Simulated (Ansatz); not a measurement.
# Pd: the change of pressure with volume per atom

All results are calculated (Ansatz 0.2.0). Periodic Kohn-Sham DFT of a crystal at fixed atoms; pressure and stress are positive in compression; the energy is the free energy less that of spherical unpolarised free atoms; site moments are those in the method's own spheres, positive along +z.

Cell of the first row (space group P6_3/mmc, No. 194):
```
CELL_PARAMETERS angstrom
2.71800 0.00000 0.00000
-1.35900 2.35390 0.00000
0.00000 0.00000 4.53270
ATOMIC_POSITIONS crystal
Pd 0.33333 0.66667 0.25000
Pd 0.66667 0.33333 0.75000
```

Settings of every row: method frozen-core PAW; functional PBE; relativity scalar; k mesh 15x15x8; filling fermi-dirac; smearing width 0.08 eV; wave cutoff 420 eV; paw set soft_2.

Atom start moment: 0 on all atoms.

Limits: the cell comes from a prototype or a list of computed structures and needn't be the stable phase.

| row | volume per atom (Å³) | pressure (GPa) |
| --- | --- | --- |
| 1 | 14.499 | 11.969 |
| 2 | 15.108 | ? |
| 3 | 15.417 | -0.009 |
| 4 | 15.725 | -3.099 |
| 5 | 16.342 | -8.176 |

Question: what pressure should row 2 give?

Worked fit of pressure. Take u = (V_r/V)^(2/3) − 1 with V_r = 15.571 Å³ an atom, which is twice the finite (Eulerian) strain; such expansions in the strain, on which the Birch-Murnaghan equation of state is built, carry the rest volume and the bulk modulus. The shown rows have u = 0.0487, 0.00665, -0.00654, -0.03171. Least squares give pressure = −1.6063 + 235.361 × u + 890.65 × u² GPa; a straight line predicts inner rows, each left out in turn, worse (root mean square 0.91 against 0.017 GPa). The rows lie off it by 0.001, -0.007, 0.008, -0.002 (root mean square 0.0054 GPa). The pressure vanishes at u = 0.0067, or V = 15.42 Å³ an atom, and there the bulk modulus at fixed shape and fractions is B = −V dP/dV = (2/3)(1 + u) dP/du = 166 GPa. Letting shape and atoms relax would as a rule lower it, by much in layered, chain or molecular crystals. The withheld row has u = 0.02033, so the fit gives −1.6063 + 235.361 × (0.02033) + 890.65 × (0.02033)² = 3.547 GPa.

The calculation gave 3.513 GPa. The fit lies 0.034 GPa (0.17 % of the column's range) above it; its largest miss of a shown row is 0.008 GPa.
